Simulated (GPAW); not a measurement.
# CoSi (P2_13) in GPAW: equation of state with PBEsol

Aim: the equation of state of CoSi with PBEsol.

All numbers are computed with GPAW 26.7.0; they aren't measurements. Logs are shortened: lines on timing, memory, paths and dates and some standing lists are left out, and cuts for length are marked. The log counts tension as positive stress, the text compression.

## (1) Starting point

The structure is cubic, space group P2_13 (No. 198). Conventional cell: a = 4.438 Å, b = 4.438 Å, c = 4.438 Å, α = 90.00°, β = 90.00°, γ = 90.00°. Co (site symmetry 3) has 7 Si at 2.28 to 2.47 Å as nearest neighbours. Si (site symmetry 3) is surrounded by 7 Co at 2.28 to 2.47 Å.

## (2) Equation of state, PBEsol, collinear spin, ferromagnetic start

Input file run.py:

```python
from ase.eos import EquationOfState
from ase.io import Trajectory, read
from ase.units import GPa
from gpaw import GPAW, PW, setup_paths

setup_paths.insert(0, '.')

atoms = read('CoSi.cif')
atoms.set_initial_magnetic_moments([2.0, 2.0, 2.0, 2.0, 0.0, 0.0, 0.0, 0.0])

traj = Trajectory('eos.traj', 'w')
volumes, energies = [], []
for x in [0.94, 0.96, 0.98, 1.0, 1.02, 1.04, 1.06]:
    a = atoms.copy()
    a.set_cell(atoms.cell * x**(1 / 3), scale_atoms=True)
    calc = GPAW(mode=PW(600),
                xc='PBEsol',
                kpts={'size': (4, 4, 4), 'gamma': True},
                occupations={'name': 'fermi-dirac', 'width': 0.05},
                nbands=51,
                convergence={'density': 1e-05, 'energy': 1e-05},
                maxiter=150,
                txt=f'eos-{x:.2f}.txt')
    a.calc = calc
    energies.append(a.get_potential_energy(force_consistent=True))
    volumes.append(a.get_volume())
    p = -a.get_stress()[:3].mean() / GPa
    calc.write(f'eos-{x:.2f}.gpw')
    traj.write(a)
    print(f'{x:.2f} {volumes[-1]:10.4f} A^3 {energies[-1]:14.6f} eV {p:9.3f} GPa', flush=True)

v0, e0, B = EquationOfState(volumes, energies, eos='birchmurnaghan').fit()
print(f'V0 = {v0:.4f} A^3, E0 = {e0:.6f} eV, B0 = {B / GPa:.2f} GPa')
```

Input file CoSi.cif:

```cif
data_CoSi
_cell_length_a 4.43800000
_cell_length_b 4.43800000
_cell_length_c 4.43800000
_cell_angle_alpha 90.00000000
_cell_angle_beta 90.00000000
_cell_angle_gamma 90.00000000
_space_group_name_H-M_alt 'P1'
_space_group_name_Hall 'P 1'
_space_group_IT_number 1
loop_
_space_group_symop_operation_xyz
'x,y,z'
loop_
_atom_site_label
_atom_site_type_symbol
_atom_site_symmetry_multiplicity
_atom_site_Wyckoff_symbol
_atom_site_fract_x
_atom_site_fract_y
_atom_site_fract_z
_atom_site_occupancy
Co1 Co 1 a 0.8600000000 0.6400000000 0.3600000000 1
Co2 Co 1 a 0.6400000000 0.3600000000 0.8600000000 1
Co3 Co 1 a 0.3600000000 0.8600000000 0.6400000000 1
Co4 Co 1 a 0.1400000000 0.1400000000 0.1400000000 1
Si1 Si 1 a 0.1570000000 0.3430000000 0.6570000000 1
Si2 Si 1 a 0.3430000000 0.6570000000 0.1570000000 1
Si3 Si 1 a 0.6570000000 0.1570000000 0.3430000000 1
Si4 Si 1 a 0.8430000000 0.8430000000 0.8430000000 1
```

Potentials or basis: PAW data sets generated in the run's folder for this functional, pw.

The run is started by

```console
$ gpaw-setup -f PBEsol Co Si
$ OMP_NUM_THREADS=1 python run.py
```

The log of the run:

```text
__  _  _
 | _ |_)|_||  |
 |__||  | ||/\| - 26.7.0

Input parameters:
  mode=PW(ecut=600.0),
  convergence={'density': 1e-05, 'energy': 1e-05},
  kpts=MonkhorstPack(size=(4, 4, 4), gamma=True),
  maxiter=150,
  nbands=51,
  occupations=Occupations(name='fermi-dirac', width=0.05),
  xc=XC(name='PBEsol')

Diagonalizing LCAO Hamiltonian
Converting LCAO to pw mode
    .----------.
   /|        Si|
  / |   Co     |
 *  |    Co    |
 |  Si      Co |
 |  .--Si------.
 | /     Si   /
 |/Co        /
 *----------*

Atoms  # Å, Bohr magnetons
|   | symbol |        x |        y |        z |    initial magnetic moments |
|---|--------|----------|----------|----------|-----------------------------|
| 0 |     Co | 3.765097 | 2.801933 | 1.576087 | ( 0.0000,  0.0000,  2.0000) |
| 1 |     Co | 2.801933 | 1.576087 | 3.765097 | ( 0.0000,  0.0000,  2.0000) |
| 2 |     Co | 1.576087 | 3.765097 | 2.801933 | ( 0.0000,  0.0000,  2.0000) |
| 3 |     Co | 0.612923 | 0.612923 | 0.612923 | ( 0.0000,  0.0000,  2.0000) |
| 4 |     Si | 0.687349 | 1.501661 | 2.876359 | ( 0.0000,  0.0000,  0.0000) |
| 5 |     Si | 1.501661 | 2.876359 | 0.687349 | ( 0.0000,  0.0000,  0.0000) |
| 6 |     Si | 2.876359 | 0.687349 | 1.501661 | ( 0.0000,  0.0000,  0.0000) |
| 7 |     Si | 3.690671 | 3.690671 | 3.690671 | ( 0.0000,  0.0000,  0.0000) |

Unit cell  # Å
| periodic |        x |        y |        z |  lengths |    angles |
|----------|----------|----------|----------|----------|-----------|
|      yes | 4.378020 | 0.000000 | 0.000000 | 4.378020 | 90.000000 |
|      yes | 0.000000 | 4.378020 | 0.000000 | 4.378020 | 90.000000 |
|      yes | 0.000000 | 0.000000 | 4.378020 | 4.378020 | 90.000000 |

Number of symmetries: 3
Symmetry operations  # r_c * U_cc + t_c -> r_c
|   | kind |            matrix            |
|---|------|------------------------------|
| 0 |  E   |  1, 0, 0,  0, 1, 0,  0, 0, 1 |
| 1 |  C3  |  0, 1, 0,  0, 0, 1,  1, 0, 0 |
| 2 |  C3  |  0, 0, 1,  1, 0, 0,  0, 1, 0 |

BZ-sampling:
  Number of BZ points: 64
  Number of IBZ points: 14

  Monkhorst-Pack size: [4, 4, 4]
  Monkhorst-Pack shift: [0.125, 0.125, 0.125]

K-points  # in reciprocal-cell coordinates
|     |                                coordinates |     weight |
|-----|--------------------------------------------|------------|
|   0 | (  0.00000000,   0.00000000,   0.00000000) | 0.01562500 |
|   1 | (  0.25000000,   0.00000000,  -0.25000000) | 0.09375000 |
|   2 | (  0.25000000,   0.00000000,   0.00000000) | 0.09375000 |
|   3 | (  0.25000000,   0.25000000,  -0.25000000) | 0.09375000 |
|   4 | (  0.25000000,   0.25000000,   0.00000000) | 0.09375000 |
|   5 | (  0.25000000,   0.25000000,   0.25000000) | 0.03125000 |
|   6 | (  0.50000000,   0.00000000,   0.00000000) | 0.04687500 |
|   7 | (  0.50000000,   0.00000000,   0.25000000) | 0.09375000 |
|   8 | (  0.50000000,   0.25000000,  -0.25000000) | 0.09375000 |
|   9 | (  0.50000000,   0.25000000,   0.00000000) | 0.09375000 |
| ... |                                            |            |
|  13 | (  0.50000000,   0.50000000,   0.50000000) | 0.01562500 |

Plane wave coefficients: 2826
Cutoff: 600.0 eV

Spin-components: 2 (collinear spins)
Bands:           51
Projectors:      44
Spin-degeneracy: 1
Datatype:        complex128

Parallelization:
  kpt:    1
  domain: 1
  band:   1

Density:
  Valence electrons: 52.0
  Components: 2
  Grid points: [25 25 25]
  Charge: 0.0  # |e|

Potential:
  Grid points: [25 25 25]

species:
  Co:
    name:    Cobalt
    Z:       27.0
    valence: 9
    core:    18
    charge:  0.0  # [|e|]
    compensation charges:
      type: gauss
      rc: 0.32  # [Å]
      lmax: 2
    cutoffs:
      filter: 1.87  # [Å]
      core: 2.55  # [Å]
    projectors
    | kind |    occ | energy [eV] | rcut [Å] |
    |------|--------|-------------|----------|
    |   4s |  2.000 |      -5.488 |    1.005 |
    |   4p |  0.000 |      -1.248 |    1.058 |
    |   3d |  7.000 |      -8.230 |    1.005 |
    |    s |        |      21.723 |    1.005 |
    |    p |        |      25.963 |    1.058 |
    |    d |        |      18.981 |    1.005 |

    Using partial waves for Co as LCAO basis

  Si:
    name:    Silicon
    Z:       14.0
    valence: 4
    core:    10
    charge:  0.0  # [|e|]
    compensation charges:
      type: gauss
      rc: 0.33  # [Å]
      lmax: 2
    cutoffs:
      filter: 1.86  # [Å]
      core: 2.06  # [Å]
    projectors
    | kind |    occ | energy [eV] | rcut [Å] |
    |------|--------|-------------|----------|
    |   3s |  2.000 |     -10.768 |    1.058 |
    |   3p |  2.000 |      -4.057 |    1.058 |
    |    s |        |      16.444 |    1.058 |
    |    p |        |      23.155 |    1.058 |
    |    d |        |       0.000 |    1.058 |

    Using partial waves for Si as LCAO basis

Reference energy: -182962.228808  # eV

eigensolver:
  PPCG
  Converge bands: occupied
  niter=2

density mixing:
  MSR1-Mixer
  Pratt-step length: 0.05
  Maximum mixing coefficient: 0.75
  Old densities: 10
  SVD Regularization: 0.005
  Good broyden scale: 1.0
  Trust region scale: 1.0
  Backstep threshold: 4.0
  History deletion threshold: 6.0
  Fourier metric: weight=20.0, sigma=0.015

occupation numbers:
  Fermi-Dirac:
    width: 0.0500  # eV

poisson solver:
  ecut: 4800.0  # eV

xc functional:
  name: PBEsol with 2 nearest neighbor stencil

convergence criteria:
- Maximum integral of absolute [dens]ity change: 1e-05 electrons / valence electron
- Maximum [total energy] change in last 3 cyles: 1e-05 eV / valence electron
- Maximum integral of absolute [eigenst]ate change: 4e-08 eV^2 / valence electron
maximum number of iterations: 150

SCF iterations
|iter     | |      energy | eigst |  dens |  magmom |
|---------|-|-------------|-------|-------|---------|
|iter:   1| |  -62.174049 | +0.73 |       |  +8.0154|
|iter:   2| |  -62.782811 | -1.17 | -0.72 |  +7.7271|
|iter:   3| |  -63.276244 | -2.14 | -0.80 |  +6.2869|
|iter:   4| |  -63.852287 | -1.72 | -0.88 |  +3.4657|
|iter:   5| |  -64.380646 | -2.28 | -1.20 |  +1.0100|
|iter:   6| |  -65.641708 | -1.82 | -1.39 |  +0.6019|
|iter:   7| |  -64.448363 | -1.80 | -1.08 |  -0.1724|
|iter:   8| |  -64.463275 | -3.22 | -1.74 |  -0.2229|
|iter:   9| |  -64.470124 | -3.85 | -2.09 |  -0.0402|
|iter:  10| |  -64.470013 | -4.77 | -2.61 |  -0.0290|
|iter:  11| |  -64.469926c| -5.39 | -2.91 |  -0.0132|
|iter:  12| |  -64.469920c| -6.12 | -3.32 |  +0.0007|
|iter:  13| |  -64.469919c| -7.29 | -4.22 |  -0.0005|
|iter:  14| |  -64.469920c| -7.59c| -4.54 |  -0.0002|
|iter:  15| |  -64.469920c| -8.08c| -5.00c|  +0.0001|

Converged in 15 steps
Energy contributions relative to reference atoms: (reference = -182962.228808)

Energy contributions:
  Kinetic:          81.725180
  Coulomb:         -59.778121
  Zero:             -0.252728
  External:          0.000000
  Xc:              -86.157139
  Entropy:          -0.014223
  Spinorbit:         0.000000
  ----------------------------
  Free energy:     -64.477031
  Extrapolated:    -64.469920

dipole moment: (-0.000013, -0.000013, -0.000013)  # |e|*Ang

Total magnetic moment: (0.000000, 0.000000, 0.000055)

Local magnetic moments
|        x |        y |         z |
|----------|----------|-----------|
| 0.000000 | 0.000000 |  0.000041 |  # Co   0
| 0.000000 | 0.000000 |  0.000041 |  # Co   1
| 0.000000 | 0.000000 |  0.000041 |  # Co   2
| 0.000000 | 0.000000 | -0.000167 |  # Co   3
| 0.000000 | 0.000000 |  0.000009 |  # Si   4
| 0.000000 | 0.000000 |  0.000009 |  # Si   5
| 0.000000 | 0.000000 |  0.000009 |  # Si   6
| 0.000000 | 0.000000 |  0.000005 |  # Si   7

Fermi level: 12.324
Eigenvalues  # (at kpt = [0.000, 0.000, 0.000])
| band index |      eig [eV] | occ [0-1] |      eig [eV] | occ [0-1] |
|------------|---------------|-----------|---------------|-----------|
|          0 |        -1.768 |     1.000 |        -1.768 |     1.000 |
|        ... |               |           |               |           |
|         19 |        11.336 |     1.000 |        11.336 |     1.000 |
|         20 |        11.336 |     1.000 |        11.336 |     1.000 |
|         21 |        11.336 |     1.000 |        11.336 |     1.000 |
|         22 |        11.484 |     1.000 |        11.484 |     1.000 |
|         23 |        11.484 |     1.000 |        11.484 |     1.000 |
|         24 |        12.296 |     0.638 |        12.296 |     0.638 |
[... 8 lines left out ...]
|         33 |        15.989 |     0.000 |        15.989 |     0.000 |
|         34 |        15.989 |     0.000 |        15.989 |     0.000 |
|        ... |               |           |               |           |
|         50 |        29.796 |     0.000 |        29.796 |     0.000 |

No gap
No difference between direct/indirect transitions

Stress tensor  # eV/Ang^3
|         x |         y |         z |
|-----------|-----------|-----------|
| -0.024693 |  0.000000 |  0.000000 |
|  0.000000 | -0.024693 |  0.000000 |
|  0.000000 |  0.000000 | -0.024693 |

# Writing to eos-0.96.gpw (mode='')
```

It took 19 min on 1 thread of Arm Neoverse V1, shared host; peak memory 0.55 GiB.

Results:

| Item | Value |
| --- | --- |
| Equilibrium volume | 10.69 Å³/atom |
| Bulk modulus at fixed shape and positions | 244 GPa |
| Pressure derivative of the bulk modulus | 4.4 |

Energy against volume, from the lowest point:
```csv
volume (Å³/atom),energy (meV/atom)
10.271,13.27
10.489,2.91
10.708,0.00
10.926,3.81
11.145,13.78
11.363,29.02
11.582,49.14
```

Caveat: the cell was scaled at fixed shape and fractional positions, which overstates the stiffness of a crystal with free parameters, most of all of layers and chains.
